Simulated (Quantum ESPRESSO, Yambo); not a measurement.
# Quasiparticle gap of LiH (Fm-3m) in Yambo, part 2 of 3

Aim: the G0W0 gap of LiH (Fm-3m) on PBE, step by step.

Quantum ESPRESSO 7.5 and Yambo 5.3.0; PBE and many-body steps on it, plane waves. Known limits of the many-body steps: not at the basis limit.

So far. Step 2 (Ground state): The gap is direct, at (0.000, -0.500, -0.500). Step 3 (Bands along the symmetry lines): The gap is 3.022 eV, as in the run before at this level.

The database entry behind the starting cell differs from later determinations by our own check (the deuteride, about 0.2 % short), so it need not match the best structure at ambient conditions.

### 4. Empty states on the mesh, 8×8×8 mesh, 72 bands

Level of this step: DFT, PBE, plane waves, norm-conserving pseudopotentials (Quantum ESPRESSO).

The sums over transitions need many empty states on a uniform mesh; this step solves for them.

The input, pw.in:

```
&control
  calculation = 'nscf'
  prefix = 'x'
  outdir = 'o'
  pseudo_dir = 'pseudo'
/
&system
  ibrav = 0
  nat = 2
  ntyp = 2
  ecutwfc = 66.0
  nbnd = 72
  force_symmorphic = .true.
/
&electrons
  conv_thr = 1e-9
  electron_maxstep = 80
  diago_full_acc = .true.
  diago_thr_init = 5e-6
/
ATOMIC_SPECIES
  Li 6.94 Li.upf
  H 1.008 H.upf
CELL_PARAMETERS angstrom
  0.0000000000 2.0367500000 2.0367500000
  2.0367500000 -0.0000000000 2.0367500000
  2.0367500000 2.0367500000 -0.0000000000
ATOMIC_POSITIONS crystal
  Li 0.0000000000 0.0000000000 0.0000000000
  H 0.5000000000 0.5000000000 0.5000000000
K_POINTS automatic
  8 8 8 0 0 0
```

The run is started by

```bash
$ OMP_NUM_THREADS=1 mpirun -n 4 pw.x -nk 4 -in pw.in > pw.out
```

The log of the run:

```text
[banner, memory and clock lines left out]
Program PWSCF v.7.5 starts

     Atomic positions and unit cell read from directory:
     o/x.save/

     Message from routine setup:
     using ibrav=0 with symmetry is DISCOURAGED, use correct ibrav instead

     G-vector sticks info

     bravais-lattice index     =            0
     lattice parameter (alat)  =       5.4432  a.u.
     unit-cell volume          =     114.0354 (a.u.)^3
     number of atoms/cell      =            2
     number of atomic types    =            2
     number of electrons       =         4.00
     number of Kohn-Sham states=           72
     kinetic-energy cutoff     =      66.0000  Ry
     charge density cutoff     =     264.0000  Ry
     Exchange-correlation= PBE
                           (   1   4   3   4   0   0   0)

     celldm(1)=   5.443166  celldm(2)=   0.000000  celldm(3)=   0.000000
     celldm(4)=   0.000000  celldm(5)=   0.000000  celldm(6)=   0.000000

     crystal axes: (cart. coord. in units of alat)
               a(1) = (   0.000000   0.707107   0.707107 )
               a(2) = (   0.707107  -0.000000   0.707107 )
               a(3) = (   0.707107   0.707107  -0.000000 )

     reciprocal axes: (cart. coord. in units 2 pi/alat)
               b(1) = ( -0.707107  0.707107  0.707107 )
               b(2) = (  0.707107 -0.707107  0.707107 )
               b(3) = (  0.707107  0.707107 -0.707107 )
     Pseudo is Norm-conserving, Zval =  3.0
     Generated using ONCVPSP code by D. R. Hamann
     Using radial grid of 1944 points,  4 beta functions with:
     Pseudo is Norm-conserving, Zval =  1.0
     Generated using ONCVPSP code by D. R. Hamann
     Using radial grid of 1166 points,  3 beta functions with:
     Li                3.00     6.94000     Li( 1.00)
     H                 1.00     1.00800     H ( 1.00)

     48 Sym. Ops., with inversion, found

   Cartesian axes

     site n.     atom                  positions (alat units)
         1        Li     tau(   1) = (   0.0000000   0.0000000   0.0000000  )
         2        H      tau(   2) = (   0.7071068   0.7071068   0.7071068  )

     number of k points=    29
                       cart. coord. in units 2pi/alat
        k(    1) = (   0.0000000   0.0000000   0.0000000), wk =   0.0039062
        k(    2) = (   0.0883883   0.0883883  -0.0883883), wk =   0.0312500
        k(    3) = (   0.1767767   0.1767767  -0.1767767), wk =   0.0312500
[...]
[... 17 further rows ...]
        k(   28) = (  -0.7071068   0.1767767   0.0000000), wk =   0.0468750
        k(   29) = (  -0.7071068   0.3535534   0.0000000), wk =   0.0234375

     Dense  grid:     8363 G-vectors     FFT dimensions: (  30,  30,  30)

     The potential is recalculated from file :
     o/x.save/charge-density

     Starting wfcs are    3 randomized atomic wfcs +   69 random wfcs

     Band Structure Calculation

     End of band structure calculation

          k = 0.0000 0.0000 0.0000 (  1037 PWs)   bands (ev):

   -43.9080  -4.8608  15.8686  17.7975  17.7975  17.7975  22.4530  22.4530
    22.4530  23.9068  28.3082  28.3082  28.3082  30.5265  30.5265  44.5021
    60.8722  60.8722  60.8722  65.4872  65.4872  65.4872  66.7260  66.7260
[...]
k = 0.0884 0.0884-0.0884 (  1007 PWs)   bands (ev):

[...]
k = 0.1768 0.1768-0.1768 (  1022 PWs)   bands (ev):

[...]
116.1845 118.3239 118.3239 120.1889 120.1889 126.7268 129.5866 134.9279
   134.9279 138.6978 143.2555 143.2555 144.1740 147.1120 147.1120 149.5177

          k = 0.2652 0.2652-0.2652 (  1035 PWs)   bands (ev):

     [... further k-points ...]

     highest occupied, lowest unoccupied level (ev):     0.3929    3.4149

     XML data file, pseudopotentials, collected wavefunctions
```

Wall time 3.6 s (4 MPI ranks of Arm Neoverse V2, shared host); peak memory 0.19 GiB; 14 s of CPU time.

Numbers from this step:

```yaml
gap: 3.022 eV
k_of_the_valence_top: 0, -0.5, -0.5
k_of_the_conduction_bottom: 0, -0.5, -0.5
least_direct_gap: 3.022 eV
k_points_computed: 29
lowest_point_of_the_top_converged_band_above_the_valence_top: 137.7223 eV
```

On this mesh the gap is 3.022 eV.

### 5. Conversion and set-up

This step: Yambo 5.3.0; conversion and set-up on PBE, plane waves, norm-conserving pseudopotentials.

The states are converted to the many-body program's format and the q mesh is built.

The run is started by

```bash
$ (cd o/x.save; p2y > p2y.log; mv SAVE ../..); yambo > setup.log
```

The log of the run:

```text
 Yambo, version 5.3.0

 [02] CORE Variables Setup
 =========================

  [02.01] Unit cells
  ==================

  Cell kind             :  FCC
  Atoms in the cell     :  Li  H
  number of Li atoms    :  1
  number of H  atoms    :  1

  List of atomic masses
  Mass of Li    :  6.940000
  Mass of H     :  1.008000

  List of atomic coordinates    : [cc]
  Li1       :  0.000000  0.000000  0.000000  order 1
  H1       :  3.848900  3.848900  3.848900  order 2

  Alat factors          :  3.848900  3.848900  3.848900 [a.u.]
  Direct lattice volume :  114.0354 [a.u.]
  Direct lattice vectors:  A[ 1 ]  A[ 2 ]  A[ 3 ]
   A[ 1 ]:  0.000000  1.000000  1.000000  [iru]
   0.000000  3.848900  3.848900  [cc]
   A[ 2 ]:  1.000000 -0.000000  1.000000  [iru]
   3.848900 -0.000000  3.848900  [cc]
   A[ 3 ]:  1.000000  1.000000 -0.000000  [iru]
   3.848900  3.848900 -0.000000  [cc]

  Recip. lattice volume :  2.175203 [a.u.]
  Recip. lattice vectors:  B[ 1 ]  B[ 2 ]  B[ 3 ]
   B[ 1 ]: -0.500000  0.500000  0.500000  [iku]
  -0.816231  0.816231  0.816231  [cc]
   B[ 2 ]:  0.500000 -0.500000  0.500000  [iku]
   0.816231 -0.816231  0.816231  [cc]
   B[ 3 ]:  0.500000  0.500000 -0.500000  [iku]
   0.816231  0.816231 -0.816231  [cc]

  [02.02] Symmetries
  ==================

  Inversion symmetry    : yes
  Spatial inversion     : yes
  Inversion index       :  25
  K-space Time-reversal : no
  Magnetic symmetries   : no
  Group table correct   : yes
  Symmetries units      :  [cc]

   [S  1]:   1.0000     -0.12432E-16 -0.12432E-16 -0.12432E-16   1.0000      0.12432E-16  0.12432E-16  0.12432E-16   1.0000
   [S  2]:  -1.0000      0.12432E-16 -0.12432E-16  0.12432E-16  -1.0000      0.12432E-16 -0.12432E-16 -0.12432E-16   1.0000
   [S  3]:  -1.0000     -0.12432E-16  0.12432E-16  0.12432E-16   1.0000     -0.12432E-16 -0.12432E-16  0.12432E-16  -1.0000
[...]
[... 36 further rows ...]
   [S 47]: -0.12432E-16   1.0000      0.12432E-16  0.12432E-16 -0.12432E-16  -1.0000       1.0000      0.12432E-16 -0.12432E-16
   [S 48]: -0.12432E-16  -1.0000     -0.12432E-16  0.12432E-16  0.12432E-16   1.0000       1.0000     -0.12432E-16  0.12432E-16

  [02.03] Reciprocal space
  ========================

  nG shells         :  135
  nG charge         :   8363
  nG WFs            :  1435
  nC WFs            :  1056
  G-vecs. in first 13 shells:  [ Number ]
     1    9   15   27   51   59   65   89  113
   137  169  181  229
  ...
  Shell energy in first 13 shells:  [ mHa ]
    0.00000      999.350      1332.47      2664.93      3664.29      3997.40      5329.87      6329.22      6662.34
    7994.80      8994.15      10659.7      11659.1
  ...

  [02.04] K-grid lattice
  ======================

  Compatible Grid is   : 3D
  Base K vectors       :  K_min[ 1 ]  K_min[ 2 ]  K_min[ 3 ]
  K_min[ 1 ] : -0.24483E-17 -0.24483E-17 -0.12500     [rlu]
[...]
K [14]         [rlu]:  0.24483E-17  0.25000      0.37500
         WF components:  1035
  [... 14 further k-points ...]
  K [29]         [rlu]:  0.250000 -0.500000 -0.250000
         WF components:  1036

  [02.05] Energies & Occupations
  ==============================

  [X] === General ===
  [X] Electronic Temperature                        :  0.000000  0.000000 [eV K]
  [X] Bosonic    Temperature                        :  0.000000  0.000000 [eV K]
  [X] Finite Temperature mode                       : no
  [X] El. density                                   :  0.23671E+24 [cm-3]
  [X] Fermi Level                                   :  0.392909 [eV]

  [X] === Gaps and Widths ===
  [X] Conduction Band Min                           :  3.022038 [eV]
  [X] Valence Band Max                              :  0.000000 [eV]
  [X] Filled Bands                                  :  2
  [X] Empty Bands                                   :    3   72
  [X] Direct Gap                                    :  3.022038 [eV]
  [X] Direct Gap localized at k                     :  21
  [X] Indirect Gap                                  :  3.022038 [eV]
  [X] Indirect Gap between kpts                     :  21  21
  [X] Last valence band width                       :  5.253734 [eV]
  [X] 1st conduction band width                     :  12.45368 [eV]

  E @ K [ 1]:  [eV]
  -44.30089  -5.25373  15.47571  17.40459  17.40459  17.40459  22.06005  22.06005
  occ @ K [ 1]
   2.000000  2.000000  0.000000  0.000000  0.000000  0.000000  0.000000  0.000000
  E @ K [ 2]:  [eV]
  -44.29488  -4.98246  13.43230  16.05954  16.88108  16.88108  21.58001  23.19103
  occ @ K [ 2]
[...]
E @ K [ 3]:  [eV]
[...]
occ @ K [ 3]
[...]
E @ K [ 8]:  [eV]
[...]
occ @ K [ 8]
[...]
E @ K [ 9]:  [eV]
[...]
occ @ K [ 9]
[...]
E @ K [10]:  [eV]
[...]
occ @ K [10]
[...]
E @ K [11]:  [eV]
[...]
occ @ K [11]
[...]
E @ K [12]:  [eV]
[...]
occ @ K [12]
[...]
E @ K [13]:  [eV]
[...]
occ @ K [13]
[...]
E @ K [14]:  [eV]
[...]
occ @ K [14]
[...]
[... 14 further k-points ...]
  E @ K [29]:  [eV]
  -44.25041  -0.20473   5.23561   5.23561  11.40403  17.11893  23.49726  23.49726
  occ @ K [29]
   2.000000  2.000000  0.000000  0.000000  0.000000  0.000000  0.000000  0.000000

 [03] Transferred momenta grid and indexing
 ==========================================

 IBZ Q-points                                      :  29
 BZ  Q-points                                      :   512

 K/Q-points units:
 rlu = crystal or reduced units; cc = cartesian coordinates; iku = interal k-units

 Q [ 1]         [rlu]:  0.000000  0.000000  0.000000
 Q [ 2]         [rlu]:  0.24483E-17  0.24483E-17  0.12500
 Q [ 3]         [rlu]:  0.25023E-16 -0.27323E-17  0.25000
[...]
Q [ 8]         [rlu]:  0.80210E-17  0.12500      0.37500
 Q [ 9]         [rlu]:  0.34410E-16  0.12500      0.50000
 Q [10]         [rlu]: -0.97931E-17  0.12500     -0.37500
     [... 17 further rows ...]
 Q [28]         [rlu]:  0.125000 -0.500000 -0.375000
 Q [29]         [rlu]:  0.250000 -0.500000 -0.250000

  [03.01] X indexes
  =================

   [03.01.01] Sigma indexes
   ========================

 [06] Game Over & Game summary
```

Run time: 1.7 s. Hardware: 1 MPI rank; peak memory 0.23 GiB.

(Continued in part 3 of 3.)

[Paths, hosts, dates, memory and timing lines, banners, echoed tables and standing remarks are left out of the program output.]

[Logs are printed without paths, hosts, clocks, repeated set-up lines and the standing remarks that a program may print on its own settings, such as how far it seeks lower states.]

[Runs of the session that timed out or met a known fault of the program may be left out.]

[Hosts, paths, dates, database ids (printed as entryN), source tags and the programs' standing remarks are cut or masked in the printed files.]
